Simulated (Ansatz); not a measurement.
## PbS under changes of volume

One of the cells (26.664 Å³/atom); the others are scaled copies at fixed shape and fractional positions:

```
Pb S
1.0
     2.07995   -5.99130    0.00000
     2.07995    5.99130    0.00000
     0.00000    0.00000    4.27932
Pb S
2 2
Direct
  0.13056 0.86944 0.25000
  0.86944 0.13056 0.75000
  0.35480 0.64520 0.25000
  0.64520 0.35480 0.75000
```

Measurements of this composition are mostly on another form, of space group No. 225.

```yaml
Program: Ansatz 0.2.0
Functional: r2SCAN
Potentials_or_basis: Ansatz PAW
Cutoff: "500 eV (not typed: the program's choice for these potentials)"
k_mesh: 7 × 7 × 6
Occupations: fermi-dirac, width 0.05 eV
Spin: no spin polarisation
```

| volume (Å³/atom) | energy over the lowest point (meV/atom) | pressure (GPa) | gap on the mesh (eV) | largest force (eV/Å) |
| --- | --- | --- | --- | --- |
| 25.064 | 18.20 | 3.9 | 1.38 | 0.408 |
| 25.597 | 7.66 | 2.4 | 1.44 | 0.259 |
| 26.130 | 1.75 | 1.1 | 1.48 | 0.119 |
| 26.664 | 0.00 | -0.1 | 1.53 | 0.038 |
| 27.197 | 1.99 | -1.1 | 1.57 | 0.132 |
| 27.730 | 7.34 | -2.1 | 1.60 | 0.245 |
| 28.263 | ? | ? | ? | ? |

Q: What does the run at 28.263 Å³/atom give?

A: Energy over the lowest point 15.71 meV/atom; pressure -2.9 GPa; gap on the mesh 1.62 eV; largest force 0.351 eV/Å.

Worked out: A Birch-Murnaghan fit of order 3 (a polynomial in V^(-2/3)) to the other rows has its minimum at 26.64 Å³/atom with B0 = V·E''(V) = 56 GPa and B' = 4.3 at fixed shape and positions, which overstates the stiffness. It gives 15.71 meV/atom at 28.263 Å³/atom, against the run's 15.71, and -dE/dV = -2.9 GPa, against -2.9. A straight line through the other rows of the gap, of slope 2.18 eV per unit of ln V, extrapolates to 1.65 eV, against the run's 1.62.

Energies are extrapolated to zero smearing.

Caveats: odd divisions of the mesh miss points on the zone boundary, where band edges often lie, so the gap on the mesh can be too wide; spin-orbit coupling is left out, which as a rule narrows the gap of such compounds by several tenths of an eV; the PAW data sets come from PBE, with cores solved anew for the run's functional, which leaves a small shift of forces and pressure.

A mesh can miss the band edges.
